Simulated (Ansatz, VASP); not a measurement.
**Two plane-wave programs on Al**

```xyz
1
Lattice="0.0000 1.9936 2.0240 1.9936 0.0000 2.0240 1.9936 1.9936 0.0000" Properties=species:S:1:pos:R:3 pbc="T T T"
Al    0.0000    0.0000    0.0000
```

Change from the starting cell: strain -0.015 along x and y, +0.000 along z, atoms carried along.

Alike in both runs: task single point; functional PBE; dispersion D3(BJ); k mesh 20 × 20 × 20; occupations gaussian, width 0.15 eV; no spin polarisation.

|  | VASP | Ansatz |
| --- | --- | --- |
| version | VASP 6.6.1 | Ansatz 0.2.0 |
| potentials or method | VASP PAW PBE potentials, release 64 (Al) | scalar-relativistic, plane waves, PAW |
| plane-wave cutoff (eV) | 520 | 420 |
| valence electrons in the cell | 3 | 3 |

VASP gave:

```
gap on the k mesh at the Fermi level (eV)       : none
pressure (GPa)                                  : -1.6
largest component of the traceless stress (GPa) : 0.33
```

Question: What did Ansatz give for the same quantities?

Answer: gap on the k mesh at the Fermi level (eV): none; pressure (GPa): -1.6; largest component of the traceless stress (GPa): 0.34.

A gap of «none» marks a metal or a gap that the smearing closes.

Caveats: pairwise dispersion overbinds metals, which lowers pressure and volume.
